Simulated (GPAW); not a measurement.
Set up this calculation in GPAW 26.7.0, as an ASE script.

| Quantity | Value |
| --- | --- |
| Task | hybrid scf |
| Functional | r2SCANh |
| Potentials or basis | GPAW PAW data sets (gpaw-data 1.2.1) |
| Cutoff | 650 eV |
| Basis | pw |
| k mesh | 4 × 4 × 4 |
| Occupations | fermi-dirac, width 0.05 eV |
| Spin | no spin polarisation |
| Maxiter | 40 |
| Exx fraction | 0.1 |

HfN:

```xyz
2
Lattice="0.0000 2.2560 2.2560 2.2560 0.0000 2.2560 2.2560 2.2560 0.0000" Properties=species:S:1:pos:R:3 pbc="T T T"
Hf    0.0000    0.0000    0.0000
N     2.2560    2.2560    2.2560
```

One way to write it, as run:

run.py

```python
import numpy as np
from ase import Atoms
from ase.dft.bandgap import bandgap
from ase.io import write
from gpaw import GPAW, PW
from gpaw.xc import parametrizedxc

class ScaledMGGA(parametrizedxc.ParametrizedKernel):
    """Weighted sum of Libxc meta-GGA parts, named like '0.75_MGGA_X_..+1.0_MGGA_C_..'."""
    def __init__(self, name):
        super().__init__(name)
        self.type = 'MGGA'

    def calculate(self, e_g, n_sg, dedn_sg, sigma_xg, dedsigma_xg, tau_sg, dedtau_sg):
        e_g[:] = dedsigma_xg[:] = dedtau_sg[:] = 0.0
        for kernel, c in zip(self.kernels, self.coefs):
            e, v, s, t = [np.zeros_like(x) for x in [e_g, dedn_sg, dedsigma_xg, dedtau_sg]]
            kernel.calculate(e, n_sg, v, sigma_xg, s, tau_sg, t)
            e_g += c * e
            dedn_sg += c * v
            dedsigma_xg += c * s
            dedtau_sg += c * t

parametrizedxc.ParametrizedKernel = ScaledMGGA

atoms = Atoms(['Hf', 'N'],
              cell=[[0.0, 2.256, 2.256],
                    [2.256, 0.0, 2.256],
                    [2.256, 2.256, 0.0]],
              scaled_positions=[[0.0, 0.0, 0.0],
                                [0.5, 0.5, 0.5]],
              pbc=True)

calc = GPAW(mode=PW(650),
            xc={'name': '0.900_MGGA_X_R2SCAN+1.0_MGGA_C_R2SCAN', 'fraction': 0.1, 'omega': 0.0, 'backend': 'pw'},
            kpts={'size': (4, 4, 4), 'gamma': True},
            occupations={'name': 'fermi-dirac', 'width': 0.05},
            nbands=19,
            convergence={'density': 0.0001},
            maxiter=40,
            txt='gpaw.txt')
atoms.calc = calc
energy = atoms.get_potential_energy()
calc.write('gs.gpw')
write('result.traj', atoms)
print(f'Energy: {energy:.6f} eV')
print('Fermi level:', round(calc.get_fermi_level(), 4), 'eV')
print(f'Gap: {bandgap(calc)[0]:.4f} eV, direct: {bandgap(calc, direct=True)[0]:.4f} eV')
```

Potentials or basis: GPAW PAW data sets (gpaw-data 1.2.1), pw.

Command:

```sh
$ OMP_NUM_THREADS=1 python run.py
```

Results of the run:

The band gap on the k mesh is none (metal or under the smearing width).

Caveat: the k mesh is coarse (spacing up to 0.60 Å⁻¹), so the values aren't converged, least of all with exact exchange; exact exchange converges slowly with the k mesh, and this mesh is small; the scaled meta-GGA exchange is a class typed in the script.

It took 18 min on 1 thread of Arm Neoverse V2 (shared host), peak memory 0.46 GiB.
